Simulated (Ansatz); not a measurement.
**A sheet of InSe under strain**

A free-standing layer, 4 atoms in a cell of 4.027 × 4.027 Å at 120° (P-6m2), 5.39 Å between its outer nuclei. Ansatz: PBE+D3(BJ), PAW, 420 eV, 12×12×1 mesh. It is strained by x per cent equally along both axes, atoms relaxed; y is the tensile stress along x per length. The small cell can't ripple, as a free sheet would under compression.

```tsv
x (%)	y (N/m)
-4.0	-3.21
-2.0	-1.46
0.0	0.00
2.0	1.21
4.0	2.25
7.0	?
```

Q: Fit y = c1 x + c2 x² to the other rows, give the stiffness, and predict the missing row.

A: Least squares on the rows shown. y = 0.6795 x − 0.03007 x². The stiffness C11 + C12 is 100 c1 = 68 N/m, and the parabola would peak at x = 11 %, far outside the rows, so that is no strength. At x = 7.0 the fit asked for gives 3.28 N/m. The run gave 3.45 N/m, so the fit is 0.17 N/m too low, 2.6 % of the span of the series, against an rms of 0.02 N/m on the fitted rows. The row lies outside the fitted range. With a term in x³ added, a fit to the same known rows predicts 3.59 N/m, which misses by about as much or more on the other side: the known rows don't fix the higher terms.